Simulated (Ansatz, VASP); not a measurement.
**KBr: VASP beside Ansatz**

```
K Br
1.0
     0.00000    3.34978    3.34978
     3.34978    0.00000    3.34978
     3.34978    3.34978    0.00000
K Br
1 1
Direct
  0.00000 0.00000 0.00000
  0.50000 0.50000 0.50000
```

Alike in both runs: functional PBE; k mesh 6 × 6 × 6; occupations gaussian, width 0.02 eV; no spin polarisation.

Ansatz relaxed the structure, and its values are those at the end. VASP's run is a single point on that final structure, the one shown.

|  | VASP | Ansatz |
| --- | --- | --- |
| version | VASP 6.6.1 | Ansatz 0.2.0 |
| potentials or method | VASP PAW PBE potentials, release 64 (K_sv, Br) | scalar-relativistic, plane waves, PAW |
| plane-wave cutoff (eV) | 520 | 420 |
| valence electrons in the cell | 16 | 16 |

Ansatz gave:

* gap on the k mesh at the Fermi level (eV): 4.32
* least direct gap on the mesh (eV): 4.32
* pressure (GPa): 0.0

**Question.** What did VASP give for the same quantities?

**Answer.** gap on the k mesh at the Fermi level (eV): 4.32; least direct gap on the mesh (eV): 4.32; pressure (GPa): 0.1.

PBE gaps usually lie below the measured ones, often by a third to a half.
